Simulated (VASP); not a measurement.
# GaN: relaxed cell and band gap, by functional

GaN, F-43m (no. 216), 2 atoms in the cell.

| Functional | Volume (Å³/atom) | Change from the starting volume (fraction) | Gap, path and mesh (eV) | Time (s) |
|---|---|---|---|---|
| LDA | 11.11 | -0.029 | 1.94 | 34 |
| LDA (PW92) | 11.10 | -0.030 | 1.95 | 34 |
| LDA (VWN5) | 11.08 | -0.032 | 1.95 | 34 |
| LDA (Hedin-Lundqvist) | 11.12 | -0.028 | 1.93 | 34 |
| LDA (Wigner) | 11.42 | -0.002 | 1.70 | 34 |
| Slater exchange only | 11.60 | 0.014 | 1.55 | 40 |
| PBE exchange only | 13.19 | 0.152 | 0.88 | 47 |
| PBE | 11.76 | 0.028 | 1.55 | 38 |
| PBEsol | 11.35 | -0.008 | 1.73 | 46 |

## Input of the first row

INCAR.step1:
```
ALGO = Normal
EDIFF = 1E-7
EDIFFG = -0.005
ENCUT = 600
GGA = CA
GGA_COMPAT = False
IBRION = 2
ISIF = 3
ISMEAR = 0
LASPH = True
LCHARG = False
LREAL = False
LWAVE = False
NELM = 150
NSW = 60
PREC = Accurate
SIGMA = 0.02
```

INCAR.step2, as INCAR.step1 but for:
```
- NSW = 60
+ NSW = 40
```

INCAR.step3, as INCAR.step2 but for:
```
- EDIFFG = -0.005
- IBRION = 2
- ISIF = 3
- NSW = 40
+ ISIF = 2
+ NBANDS = 16
```

KPOINTS:
```
k-points
0
Gamma
  8 8 8
```

KPOINTS_OPT:
```
path GXWKGLUWLK,UX
8
line-mode
reciprocal
 0.0000000000  0.0000000000  0.0000000000  G
 0.5000000000  0.0000000000  0.5000000000  X

 0.5000000000  0.0000000000  0.5000000000  X
 0.5000000000  0.2500000000  0.7500000000  W

 0.5000000000  0.2500000000  0.7500000000  W
 0.3750000000  0.3750000000  0.7500000000  K

 0.3750000000  0.3750000000  0.7500000000  K
 0.0000000000  0.0000000000  0.0000000000  G

 0.0000000000  0.0000000000  0.0000000000  G
 0.5000000000  0.5000000000  0.5000000000  L

 0.5000000000  0.5000000000  0.5000000000  L
 0.6250000000  0.2500000000  0.6250000000  U

 0.6250000000  0.2500000000  0.6250000000  U
 0.5000000000  0.2500000000  0.7500000000  W

 0.5000000000  0.2500000000  0.7500000000  W
 0.5000000000  0.5000000000  0.5000000000  L

 0.5000000000  0.5000000000  0.5000000000  L
 0.3750000000  0.3750000000  0.7500000000  K

 0.6250000000  0.2500000000  0.6250000000  U
 0.5000000000  0.0000000000  0.5000000000  X
```

POSCAR.step1:
```
GaN
1.0
    0.0000000000      2.2535006075      2.2535006075
    2.2535006075      0.0000000000      2.2535006075
    2.2535006075      2.2535006075      0.0000000000
Ga N
1 1
Direct
    0.0000000000      0.0000000000      0.0000000000
    0.2500000000      0.2500000000      0.2500000000
```

Commands (each step's output is kept before the next begins):
```
cat potpaw_LDA.64/Ga_d/POTCAR potpaw_LDA.64/N/POTCAR > POTCAR
cp INCAR.step1 INCAR
cp POSCAR.step1 POSCAR
mpirun -np 1 vasp_std > vasp.out
cp CONTCAR POSCAR
rm WAVECAR CHG
cp INCAR.step2 INCAR
mpirun -np 1 vasp_std > vasp.out
cp CONTCAR POSCAR
rm WAVECAR CHG
cp INCAR.step3 INCAR
mpirun -np 1 vasp_std > vasp.out
```

Changes of the last row against the first:
```
(all steps)
- GGA = CA
+ GGA = PS
- cat potpaw_LDA.64/Ga_d/POTCAR potpaw_LDA.64/N/POTCAR > POTCAR
+ cat potpaw_PBE.64/Ga_d/POTCAR potpaw_PBE.64/N/POTCAR > POTCAR
```

VASP 6.6.1 took 34 s on 1 core (Intel Xeon 6975P-C (Granite Rapids)), a shared host.
